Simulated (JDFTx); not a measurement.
The system is Pb.

```xyz
1
Lattice="0.0000 2.4750 2.4750 2.4750 0.0000 2.4750 2.4750 2.4750 0.0000" Properties=species:S:1:pos:R:3 pbc="T T T"
Pb    0.0000    0.0000    0.0000
```

| Item | Value |
| --- | --- |
| Program | JDFTx 1.7.0 (patched build) |
| Task | relaxation of cell and atoms |
| Functional | PBE |
| Potentials or basis | SG15-PBE-1.2 with smoothed tails |
| Cutoff | 1088 eV |
| Density cutoff | 4354 eV |
| k mesh | 9 × 9 × 9 |
| Occupations | fermi-dirac, width 0.05 eV |
| Spin | no spin polarisation |

At the start: pressure 2.3 GPa; volume 30.32 Å³/atom.

Question: How do energy, volume and symmetry change on relaxing?

Answer: Over 6 steps the energy falls by 10.4 meV/atom and the volume is 31.87 Å³/atom (+5.1 %); space group Fm-3m (No. 225, to 0.05 Å).

The path:
| step | energy change (eV) | largest force (eV/Å) | pressure (GPa) | volume (Å³) |
| --- | --- | --- | --- | --- |
| 1 | 0.0000 | 0.0000 | 2.27 | 30.32 |
| 2 | -0.0037 | 0.0000 | 1.78 | 30.61 |
| 3 | -0.0103 | 0.0000 | 0.20 | 31.72 |
| 4 | -0.0104 | 0.0000 | 0.02 | 31.86 |
| 5 | -0.0104 | 0.0000 | 0.00 | 31.87 |
| 6 | -0.0104 | 0.0000 | 0.00 | 31.87 |

Final structure:
```
Pb
1.0
     0.00000    2.51650    2.51650
     2.51650    0.00000    2.51650
     2.51650    2.51650    0.00000
Pb
1
Cartesian
  0.0000 0.0000 0.0000
```

The cell as given is a measured one (30.32 Å³/atom); PBE puts the equilibrium volume +5.1 % from it, thermal expansion not counted.
